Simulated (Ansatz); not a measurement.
Free-standing chains of the atoms of MnO, named by their start (strip: triangular double chain, ladder: square double chain); atoms and period are relaxed, and energies count from relaxed bulk MnO (Fm-3m, 10.96 Å³/atom, gap on the mesh 0.00 eV).

Level of theory: DFT PBE, scalar-relativistic, plane waves, PAW (Ansatz 0.2.0).

Plane waves to 420 eV, a k mesh through Γ of 1×1×16 on the computed 4-atom cell and Gaussian smearing (0.05 eV); collinear spin from starting moments 4.44 0.5 0.5 4.44 μB.

Start (ladder chain):

```xyz
4
Lattice="11.1000 0.0000 0.0000 0.0000 9.3000 0.0000 0.0000 0.0000 3.9984" Properties=species:S:1:pos:R:3 pbc="T T T"
Mn    4.5004    4.6500    0.0000
O     4.5004    4.6500    1.9992
O     6.5996    4.6500    0.0000
Mn    6.5996    4.6500    1.9992
```

Give the relaxed structure and its energy.

The free energy falls by 74 meV/atom.

| Property | Result |
| --- | --- |
| excess energy (eV per host atom) | 0.387 |
| period (Å) | 3.766 |
| gap on the mesh (eV) | 0.47 |
| highest filled level or Fermi level under vacuum (eV) | 3.67 |
| size of the moment (μB per cell) | 10.00 |

Relaxed structure:
```
CELL_PARAMETERS angstrom
11.10000 0.00000 0.00000
0.00000 9.30000 0.00000
0.00000 0.00000 3.76611
ATOMIC_POSITIONS crystal
Mn 0.39847 0.50000 0.00000
O 0.40640 0.50000 0.50000
O 0.59360 0.50000 0.00000
Mn 0.60153 0.50000 0.50000
```

The program reads another magnetic order as possibly lower. Moments started parallel, and an antiferromagnetic order may lie lower.

Each run keeps its start's symmetry and one magnetic start, so lower states can exist.

It took 37 s on 2 threads of Intel(R) Xeon(R) 6975P-C (Granite Rapids) (shared host), peak memory 0.78 GiB.